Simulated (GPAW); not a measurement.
# SnSe2 (P-3m1) in GPAW: notebook

The runs below take SnSe2 through equation of state, single point, with PBE, TB-mBJ.

Everything below comes from runs of GPAW 26.7.0. Logs are shortened: lines on timing, memory, paths and dates and some standing lists are left out, and cuts for length are marked. The log counts tension as positive stress, the text compression.

### Step 1. The structure

The structure is trigonal, space group P-3m1 (No. 164). Conventional cell: a = 3.811 Å, b = 3.811 Å, c = 6.136 Å, α = 90.00°, β = 90.00°, γ = 120.00°. Around Sn (site symmetry -3m) lie 6 Se at 2.68 Å. Se (site symmetry 3m) is surrounded by 3 Sn at 2.68 Å.

### Step 2. Equation of state, PBE

File run.py:

```python
from ase import Atoms
from ase.eos import EquationOfState
from ase.io import Trajectory
from ase.units import GPa
from gpaw import GPAW, PW

atoms = Atoms(['Sn', 'Se', 'Se'],
              cell=[[3.811, 0.0, 0.0],
                    [-1.9055, 3.3004228138, 0.0],
                    [0.0, 0.0, 6.136]],
              scaled_positions=[[0.0, 0.0, 0.0],
                                [0.6666666667, 0.3333333333, 0.751],
                                [0.3333333333, 0.6666666667, 0.249]],
              pbc=True)

traj = Trajectory('eos.traj', 'w')
volumes, energies = [], []
for x in [0.94, 0.96, 0.98, 1.0, 1.02, 1.04, 1.06]:
    a = atoms.copy()
    a.set_cell(atoms.cell * x**(1 / 3), scale_atoms=True)
    calc = GPAW(mode=PW(600),
                xc='PBE',
                kpts={'size': (7, 7, 4), 'gamma': True},
                occupations={'name': 'fermi-dirac', 'width': 0.05},
                nbands=24,
                convergence={'density': 1e-05, 'energy': 1e-05},
                maxiter=150,
                txt=f'eos-{x:.2f}.txt')
    a.calc = calc
    energies.append(a.get_potential_energy(force_consistent=True))
    volumes.append(a.get_volume())
    p = -a.get_stress()[:3].mean() / GPa
    calc.write(f'eos-{x:.2f}.gpw')
    traj.write(a)
    print(f'{x:.2f} {volumes[-1]:10.4f} A^3 {energies[-1]:14.6f} eV {p:9.3f} GPa', flush=True)

v0, e0, B = EquationOfState(volumes, energies, eos='birchmurnaghan').fit()
print(f'V0 = {v0:.4f} A^3, E0 = {e0:.6f} eV, B0 = {B / GPa:.2f} GPa')
```

Potentials or basis: GPAW PAW data sets (gpaw-data 1.2.1), pw.

Started as:

```console
OMP_NUM_THREADS=1 python run.py
```

Standard output:

```text
__  _  _
 | _ |_)|_||  |
 |__||  | ||/\| - 26.7.0

Input parameters:
  mode=PW(ecut=600.0),
  convergence={'density': 1e-05, 'energy': 1e-05},
  kpts=MonkhorstPack(size=(7, 7, 4), gamma=True),
  maxiter=150,
  nbands=24,
  occupations=Occupations(name='fermi-dirac', width=0.05),
  xc=XC(name='PBE')

Diagonalizing LCAO Hamiltonian
Converting LCAO to pw mode

            Se

        Se

       Sn

Atoms  # Å, Bohr magnetons
|   | symbol |         x |        y |        z |    initial magnetic moments |
|---|--------|-----------|----------|----------|-----------------------------|
| 0 |     Sn |  0.000000 | 0.000000 | 0.000000 | ( 0.0000,  0.0000,  0.0000) |
| 1 |     Se |  1.866601 | 1.077683 | 4.514066 | ( 0.0000,  0.0000,  0.0000) |
| 2 |     Se | -0.000000 | 2.155366 | 1.496674 | ( 0.0000,  0.0000,  0.0000) |

Unit cell  # Å
| periodic |         x |        y |        z |  lengths |     angles |
|----------|-----------|----------|----------|----------|------------|
|      yes |  3.733203 | 0.000000 | 0.000000 | 3.733203 |  90.000000 |
|      yes | -1.866601 | 3.233048 | 0.000000 | 3.733203 |  90.000000 |
|      yes |  0.000000 | 0.000000 | 6.010740 | 6.010740 | 120.000000 |

Number of symmetries: 12
Symmetry operations  # r_c * U_cc + t_c -> r_c
|    | kind |            matrix            |
|----|------|------------------------------|
|  0 |  σ   |  1, 1, 0,  0,-1, 0,  0, 0, 1 |
|  1 |  S6  |  1, 1, 0, -1, 0, 0,  0, 0,-1 |
|  2 |  E   |  1, 0, 0,  0, 1, 0,  0, 0, 1 |
|  3 |  C2  |  1, 0, 0, -1,-1, 0,  0, 0,-1 |
|  4 |  C2  |  0, 1, 0,  1, 0, 0,  0, 0,-1 |
|  5 |  C3  |  0, 1, 0, -1,-1, 0,  0, 0, 1 |
|  6 |  S6  |  0,-1, 0,  1, 1, 0,  0, 0,-1 |
|  7 |  σ   |  0,-1, 0, -1, 0, 0,  0, 0, 1 |
|  8 |  σ   | -1, 0, 0,  1, 1, 0,  0, 0, 1 |
|  9 |  i   | -1, 0, 0,  0,-1, 0,  0, 0,-1 |
| 10 |  C3  | -1,-1, 0,  1, 0, 0,  0, 0, 1 |
| 11 |  C2  | -1,-1, 0,  0, 1, 0,  0, 0,-1 |

BZ-sampling:
  Number of BZ points: 196
  Number of IBZ points: 28

  Monkhorst-Pack size: [7, 7, 4]
  Monkhorst-Pack shift: [0.0, 0.0, 0.125]

K-points  # in reciprocal-cell coordinates
|     |                                coordinates |     weight |
|-----|--------------------------------------------|------------|
|   0 | (  0.00000000,   0.00000000,   0.00000000) | 0.00510204 |
|   1 | (  0.00000000,   0.00000000,   0.25000000) | 0.01020408 |
|   2 | (  0.00000000,   0.00000000,   0.50000000) | 0.00510204 |
|   3 | (  0.14285714,   0.00000000,  -0.25000000) | 0.03061224 |
|   4 | (  0.14285714,   0.00000000,   0.00000000) | 0.03061224 |
|   5 | (  0.14285714,   0.00000000,   0.25000000) | 0.03061224 |
|   6 | (  0.14285714,   0.00000000,   0.50000000) | 0.03061224 |
|   7 | (  0.28571429,  -0.14285714,   0.00000000) | 0.03061224 |
|   8 | (  0.28571429,  -0.14285714,   0.25000000) | 0.06122449 |
|   9 | (  0.28571429,  -0.14285714,   0.50000000) | 0.03061224 |
| ... |                                            |            |
|  27 | (  0.42857143,   0.42857143,   0.50000000) | 0.03061224 |

Plane wave coefficients: 2444
Cutoff: 600.0 eV

Spin-components: 1 (collinear spins)
Bands:           24
Projectors:      16
Spin-degeneracy: 2
Datatype:        complex128

Parallelization:
  kpt:    1
  domain: 1
  band:   1

Density:
  Valence electrons: 26.0
  Components: 1
  Grid points: [24 24 35]
  Charge: 0.0  # |e|

Potential:
  Grid points: [24 24 35]

species:
  Sn:
    name:    Tin
    Z:       50.0
    valence: 14
    core:    36
    charge:  0.0  # [|e|]
    compensation charges:
      type: gauss
      rc: 0.38  # [Å]
      lmax: 2
    cutoffs:
      filter: 2.23  # [Å]
      core: 2.35  # [Å]
    projectors
    | kind |    occ | energy [eV] | rcut [Å] |
    |------|--------|-------------|----------|
    |   5s |  2.000 |     -10.538 |    1.201 |
    |   5p |  2.000 |      -3.696 |    1.270 |
    |   4d | 10.000 |     -25.845 |    1.185 |
    |    s |        |      16.674 |    1.201 |
    |    p |        |      23.515 |    1.270 |
    |    d |        |       1.367 |    1.185 |

    Using partial waves for Sn as LCAO basis

  Se:
    name:    Selenium
    Z:       34.0
    valence: 6
    core:    28
    charge:  0.0  # [|e|]
    compensation charges:
      type: gauss
      rc: 0.27  # [Å]
      lmax: 2
    cutoffs:
      filter: 1.77  # [Å]
      core: 2.67  # [Å]
    projectors
    | kind |    occ | energy [eV] | rcut [Å] |
    |------|--------|-------------|----------|
    |   4s |  2.000 |     -17.277 |    0.847 |
    |   4p |  4.000 |      -6.512 |    1.005 |
    |    s |        |       9.935 |    0.847 |
    |    p |        |      20.699 |    1.005 |
    |    d |        |       0.000 |    0.847 |

    Using partial waves for Se as LCAO basis

Reference energy: -300217.757568  # eV

eigensolver:
  PPCG
  Converge bands: occupied
  niter=2

density mixing:
  MSR1-Mixer
  Pratt-step length: 0.05
  Maximum mixing coefficient: 0.75
  Old densities: 10
  SVD Regularization: 0.005
  Good broyden scale: 1.0
  Trust region scale: 1.0
  Backstep threshold: 4.0
  History deletion threshold: 6.0
  Fourier metric: weight=20.0, sigma=0.015

occupation numbers:
  Fermi-Dirac:
    width: 0.0500  # eV

poisson solver:
  ecut: 4800.0  # eV

xc functional:
  name: PBE with 2 nearest neighbor stencil

convergence criteria:
- Maximum integral of absolute [dens]ity change: 1e-05 electrons / valence electron
- Maximum [total energy] change in last 3 cyles: 1e-05 eV / valence electron
- Maximum integral of absolute [eigenst]ate change: 4e-08 eV^2 / valence electron
maximum number of iterations: 150

SCF iterations
|iter     | |      energy | eigst |  dens |
|---------|-|-------------|-------|-------|
|iter:   1| |  -11.964778 | +0.08 |       |
|iter:   2| |  -11.916492 | -2.18 | -1.21 |
|iter:   3| |  -11.738022 | -1.97 | -1.25 |
|iter:   4| |  -11.732645 | -2.72 | -1.78 |
|iter:   5| |  -11.731847 | -4.07 | -2.33 |
|iter:   6| |  -11.731954 | -4.50 | -2.60 |
|iter:   7| |  -11.731974c| -5.85 | -3.40 |
|iter:   8| |  -11.731976c| -6.72 | -3.94 |
|iter:   9| |  -11.731976c| -7.47c| -4.83 |
|iter:  10| |  -11.731976c| -8.02c| -5.52c|

Converged in 10 steps
Energy contributions relative to reference atoms: (reference = -300217.757568)

Energy contributions:
  Kinetic:          41.246895
  Coulomb:         -36.059711
  Zero:             -0.120396
  External:          0.000000
  Xc:              -16.798758
  Entropy:          -0.000012
  Spinorbit:         0.000000
  ----------------------------
  Free energy:     -11.731982
  Extrapolated:    -11.731976

dipole moment: (-6.219304, -10.772150, -20.027104)  # |e|*Ang

Fermi level: 6.335
Eigenvalues  # (at kpt = [0.000, 0.000, 0.000])
| band index |      eig [eV] | occ [0-2] |
|------------|---------------|-----------|
|          0 |       -15.477 |     2.000 |
|        ... |               |           |
|          5 |        -8.592 |     2.000 |
|          6 |        -6.573 |     2.000 |
|          7 |        -0.351 |     2.000 |
|          8 |         5.113 |     2.000 |
|          9 |         5.113 |     2.000 |
|         10 |         5.457 |     2.000 |
[... 8 lines left out ...]
|         19 |        14.898 |     0.000 |
|         20 |        15.957 |     0.000 |
|        ... |               |           |
|         23 |        16.810 |     0.000 |

Gap: 0.864 eV
Transition (v -> c):
  (s=0, k=0, n=12, [0.00, 0.00, 0.00]) -> (s=0, k=18, n=13, [0.43, 0.00, -0.25])
Direct/indirect transitions are different
Direct gap: 1.401 eV
Transition at: (s=0, k=0, n=12, [0.00, 0.00, 0.00])

Stress tensor  # eV/Ang^3
|         x |         y |         z |
|-----------|-----------|-----------|
| -0.066760 |  0.000000 |  0.000000 |
|  0.000000 | -0.066760 | -0.000000 |
|  0.000000 | -0.000000 | -0.074867 |

# Writing to eos-0.94.gpw (mode='')
```

Wall time 3.8 min (1 thread of Intel Xeon Platinum 8259CL at 2.50GHz (Skylake/Cascade Lake), shared host); peak memory 0.36 GiB.

What came out:

```yaml
Equilibrium_volume: "27.79 Å³/atom (rough: see the caveat)"
Bulk_modulus_at_fixed_shape_and_positions: 58 GPa (rough)
```

Energy against volume, from the lowest point:
```tsv
volume (Å³/atom)	energy (meV/atom)
24.182	108.11
24.697	75.83
25.212	50.08
25.726	30.19
26.241	15.56
26.755	5.66
27.270	0.00
```

Caveat: the minimum lies outside the volumes run; the cell was scaled at fixed shape and fractional positions, which overstates the stiffness of a crystal with free parameters, most of all of layers and chains; this functional lacks dispersion, which binds the layers, so the pressure and a relaxed spacing across them are unreliable.

### Step 3. Single point, TB-mBJ

File run.py:

```python
from ase import Atoms
from ase.dft.bandgap import bandgap
from ase.io import write
from gpaw import GPAW, PW

atoms = Atoms(['Sn', 'Se', 'Se'],
              cell=[[3.811, 0.0, 0.0],
                    [-1.9055, 3.3004228138, 0.0],
                    [0.0, 0.0, 6.136]],
              scaled_positions=[[0.0, 0.0, 0.0],
                                [0.6666666667, 0.3333333333, 0.751],
                                [0.3333333333, 0.6666666667, 0.249]],
              pbc=True)

calc = GPAW(mode=PW(600),
            xc='TB09',
            kpts={'size': (8, 8, 4), 'gamma': True},
            occupations={'name': 'fermi-dirac', 'width': 0.05},
            nbands=24,
            convergence={'density': 1e-05, 'energy': 1e-05},
            eigensolver='cg',
            maxiter=150,
            txt='gpaw.txt')
atoms.calc = calc
energy = atoms.get_potential_energy()
calc.write('gs.gpw')
write('result.traj', atoms)
print('Fermi level:', round(calc.get_fermi_level(), 4), 'eV')
print(f'Gap: {bandgap(calc)[0]:.4f} eV, direct: {bandgap(calc, direct=True)[0]:.4f} eV')
```

Potentials or basis: GPAW PAW data sets for LDA (gpaw-data 1.2.1), pw.

Started as:

```console
OMP_NUM_THREADS=1 python run.py
```

gpaw.txt:

```text
___ ___ ___ _ _ _
 |   |   |_  | | | |
 | | | | | . | | | |
 |__ |  _|___|_____|  26.7.0
 |___|_|

Input parameters:
  convergence: {density: 1e-05,
                energy: 1e-05}
  eigensolver: cg
  kpts: {gamma: True,
         size: (8, 8, 4)}
  maxiter: 150
  mode: {ecut: 600.0,
         name: pw}
  nbands: 24
  occupations: {name: fermi-dirac,
                width: 0.05}
  xc: TB09

System changes: positions, numbers, cell, pbc, initial_charges, initial_magmoms

Initialize ...

species:
  Sn:
    name:    Tin
    Z:       50.0
    valence: 14
    core:    36
    charge:  0.0  # [|e|]
    compensation charges:
      type: gauss
      rc: 0.38  # [Å]
      lmax: 2
    cutoffs:
      filter: 2.23  # [Å]
      core: 2.35  # [Å]
    projectors
    | kind |    occ | energy [eV] | rcut [Å] |
    |------|--------|-------------|----------|
    |   5s |  2.000 |     -10.799 |    1.201 |
    |   5p |  2.000 |      -3.869 |    1.270 |
    |   4d | 10.000 |     -25.910 |    1.185 |
    |    s |        |      16.413 |    1.201 |
    |    p |        |      23.342 |    1.270 |
    |    d |        |       1.302 |    1.185 |

    Using partial waves for Sn as LCAO basis

  Se:
    name:    Selenium
    Z:       34.0
    valence: 6
    core:    28
    charge:  0.0  # [|e|]
    compensation charges:
      type: gauss
      rc: 0.27  # [Å]
      lmax: 2
    cutoffs:
      filter: 1.77  # [Å]
      core: 2.67  # [Å]
[... 88 lines left out ...]
Number of valence electrons: 26
Bands to converge: occupied

... initialized

Initializing position-dependent things.

Density initialized from atomic densities
Creating initial wave functions:
  17 bands from LCAO basis set
  7 bands from random numbers

             Se

         Se

       Sn

Atomic positions and initial magnetic moments

Positions:
   0 Sn     0.000000    0.000000    0.000000    ( 0.0000,  0.0000,  0.0000)
   1 Se     1.905500    1.100141    4.608136    ( 0.0000,  0.0000,  0.0000)
   2 Se    -0.000000    2.200282    1.527864    ( 0.0000,  0.0000,  0.0000)

Unit cell:
           periodic     x           y           z      points  spacing
  1. axis:    yes    3.811000    0.000000    0.000000    24     0.1375
  2. axis:    yes   -1.905500    3.300423    0.000000    24     0.1375
  3. axis:    yes    0.000000    0.000000    6.136000    35     0.1753

  Lengths:   3.811000   3.811000   6.136000
  Angles:   90.000000  90.000000 120.000000

Effective grid spacing dv^(1/3) = 0.1564

iter:   1  8935.071201
iter:   2  8933.962712   +1.59  -0.96
iter:   3  8936.438179   +0.90  -0.83
iter:   4  8935.949272   -0.01  -1.17
iter:   5  8936.864257   -0.94  -1.11
iter:   6  8937.750810   -1.32  -1.19
iter:   7  8938.986568   -1.47  -1.25
iter:   8  8940.631026   -1.25  -1.36
iter:   9  8942.881843   -1.21  -1.52
iter:  10  8943.596315   -1.89  -1.79
iter:  11  8943.198446   -2.45  -2.13
[... 11 lines left out ...]
iter:  23  8942.816927   -5.69  -3.35
iter:  24  8942.816583   -5.19  -3.53
iter:  25  8942.820614   -5.85  -3.95
iter:  26  8942.817909   -6.05  -4.28
iter:  27  8942.817423   -6.39  -4.48
iter:  28  8942.818734   -6.79  -4.78
iter:  29  8942.818591   -6.60  -4.70
iter:  30  8942.818308   -6.74  -4.54
iter:  31  8942.818920   -6.53  -4.51
iter:  32  8942.818625   -6.64  -4.43
iter:  33  8942.819335   -6.74  -5.22c
iter:  34  8942.818657   -6.67  -5.14c
iter:  35  8942.818725   -6.92  -5.06c
iter:  36  8942.818604c  -7.33  -4.98
iter:  37  8942.818575c  -8.02c -5.73c

Converged after 37 iterations.

Dipole moment: (0.000000, -0.000000, -0.000000) |e|*Ang

Energy contributions relative to reference atoms: (reference = -299899.934092)

Kinetic:        +14.028938
Potential:       -8.826094
External:        +0.000000
XC:            +8938.512435
Entropy (-ST):   -0.000000
Local:           -0.896703
SIC:             +0.000000
--------------------------
Free energy:   +8942.818575
Extrapolated:  +8942.818575

Showing only first 2 kpts
 Kpt  Band  Eigenvalues  Occupancy
  0    11      4.76516    2.00000
  0    12      5.19318    2.00000
  0    13      7.01637    0.00000
  0    14      8.85345    0.00000

  1    11      4.84109    2.00000
  1    12      4.84109    2.00000
  1    13      7.68994    0.00000
  1    14      8.86759    0.00000

Fermi level: 5.88363

Gap: 1.366 eV
Transition (v -> c):
  (s=0, k=0, n=12, [0.00, 0.00, 0.00]) -> (s=0, k=33, n=13, [0.50, 0.50, 0.25])
Direct/indirect transitions are different
Direct gap: 1.823 eV
Transition at: (s=0, k=0, n=12, [0.00, 0.00, 0.00])
Writing to gs.gpw (mode='')
```

stdout:

```text
Fermi level: 5.8836 eV
Gap: 1.3660 eV, direct: 1.8232 eV
```

Run time: 8 min. Hardware: 1 thread of Intel Xeon at 2.50GHz (Skylake/Cascade Lake), shared host; peak memory 0.34 GiB.

What came out:

```
Band gap on the k mesh : 1.37 eV, indirect (least direct gap 1.82 eV)
```

Levels at points of the mesh, in eV from the valence-band top:
```tsv
k point	band 10	band 11	band 12	band 13	band 14	band 15	band 16	band 17
(0.00, 0.00, 0.00)	-0.71	-0.43	-0.43	0.00	1.82	3.66	5.14	5.14
(0.00, 0.00, 0.50)	-0.79	-0.79	-0.29	-0.29	2.93	3.68	4.86	4.86
(0.50, 0.50, 0.00)	-2.74	-2.61	-1.04	-0.34	1.61	4.46	5.98	5.98
(0.50, 0.50, 0.50)	-2.45	-1.87	-0.80	-0.69	1.40	4.93	5.41	6.23
```

Caveat: a model potential gives levels but no total energy; the PAW data sets were made with another functional, which shifts forces and pressure a little; spin-orbit coupling is left out, which moves the levels of the heavy elements.
